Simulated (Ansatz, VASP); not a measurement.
**Sr: VASP beside Ansatz**

Contents of INCAR:

```
ALGO     = Normal         # electronic algorithm
EDIFF    = 1E-8           # SCF threshold, eV
ENCUT    = 520            # plane-wave cutoff, eV
ISIF     = 2              # what is computed and relaxed
ISMEAR   = -1             # smearing method
LASPH    = True           # aspherical terms in the spheres
LCHARG   = False          # write CHGCAR
LEFG     = True         
LREAL    = False          # projectors in reciprocal space
LWAVE    = False          # write WAVECAR
NBANDS   = 17             # bands
NELM     = 80             # most SCF steps
PREC     = Accurate       # precision mode
SIGMA    = 0.08           # smearing width, eV
```

KPOINTS

```
k-points
0
Gamma
  10 10 5
```

The input POSCAR:

```
Sr
1.0
    4.2810731731      0.0000000000      0.0000000000
   -2.1405365866      3.7075181234      0.0000000000
    0.0000000000      0.0000000000      7.0026831381
Sr
2
Direct
    0.3333333333      0.6666666667      0.2500000000
    0.6666666667      0.3333333333      0.7500000000
```

Input for Ansatz:

```yaml
crystal:
  lattice:
    - [4.2810731731, 0.0, 0.0]
    - [-2.1405365866, 3.7075181234, 0.0]
    - [0.0, 0.0, 7.0026831381]
  atoms:
    - { symbol: Sr, position: [0.3333333333, 0.6666666667, 0.25] }
    - { symbol: Sr, position: [0.6666666667, 0.3333333333, 0.75] }
kpoints:
  mp_grid: { grid: [10, 10, 5] }
scf:
  occupations: { method: fermi_dirac, width: 0.08 }
hamiltonian:
  xc: lda
  pseudopotentials: { kind: paw }
output:
  forces: true
  stress: true
  eigenvalues: true
  efg: { contact_densities: true }
```

Change from the starting cell: volume scaled by 0.98, PAW files.

Alike in both runs: task electric field gradients; functional LDA; k mesh 10 × 10 × 5; occupations fermi-dirac, width 0.08 eV; no spin polarisation.

|  | VASP | Ansatz |
| --- | --- | --- |
| version | VASP 6.6.1 | Ansatz 0.2.0 |
| potentials or method | VASP PAW LDA potentials, release 64 (Sr_sv) | PAW with Ansatz's default frozen-core files, scalar-relativistic |
| plane-wave cutoff (eV) | 520 | 420 |
| valence electrons in the cell | 20 | 20 |

|  | VASP | Ansatz | Ansatz less VASP |
| --- | --- | --- | --- |
| pressure (GPa) | -1.4 | -1.4 | +0.01 |
| Vzz of the field gradient on the site that differs most (V/Å²) | -2.5 | -2.7 | -0.23 |

Ansatz warned: «gradients_without_spin_orbit».
